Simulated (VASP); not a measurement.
## Pb3O: single point with PBE

Crystal: Pb3O.

```
Pb O
1.0
    -3.01683    3.01683    3.01683
     3.01683   -3.01683    3.01683
     3.01683    3.01683   -3.01683
Pb O
3 1
Direct
  0.00000 0.50000 0.50000
  0.50000 0.00000 0.50000
  0.50000 0.50000 0.00000
  0.00000 0.00000 0.00000
```

The cell was built by a generator and needn't be a form met in nature.

The cell isn't the ideal one: random cell by space group and Wyckoff sites (Im-3m, No. 229).

```yaml
Program: VASP 6.6.1
Task: single point
Functional: PBE
Potentials_or_basis: VASP PAW PBE potentials, release 64 (Pb_d, O)
Cutoff: 520 eV
k_mesh: 4 × 4 × 4
Occupations: gaussian, width 0.1 eV
Spin: no spin polarisation
Dipole_correction: no
Further_INCAR_settings: ALGO = Normal; EDIFF = 1e-07; NBANDS = 32
```

| Quantity | Value |
| --- | --- |
| Pressure | -0.1 GPa |
| Band gap on the k mesh | none (metal or under the smearing width) |

Levels at points of the mesh, in eV from the Fermi level:
```
           k point  band 21  band 22  band 23  band 24  band 25  band 26  band 27  band 28
(0.00, 0.00, 0.00)    -1.90    -1.90    -1.67    -1.67    -1.67     3.26     3.26     3.26
(0.50, 0.00, 0.00)    -2.08    -1.01    -0.92     0.28     1.50     2.55     2.75     3.25
(0.50, 0.50, 0.50)    -3.70    -3.70    -0.71    -0.71    -0.71     4.25     4.25     4.25
```

Run time: 26 s on 1 thread of Intel(R) Xeon(R) 6975P-C (Granite Rapids), on a shared host, peak memory 0.24 GiB.

Caveat: the k mesh is coarse (spacing up to 0.37 Å⁻¹), so the values aren't converged. Spin-orbit coupling is left out, which matters for the levels of Pb.
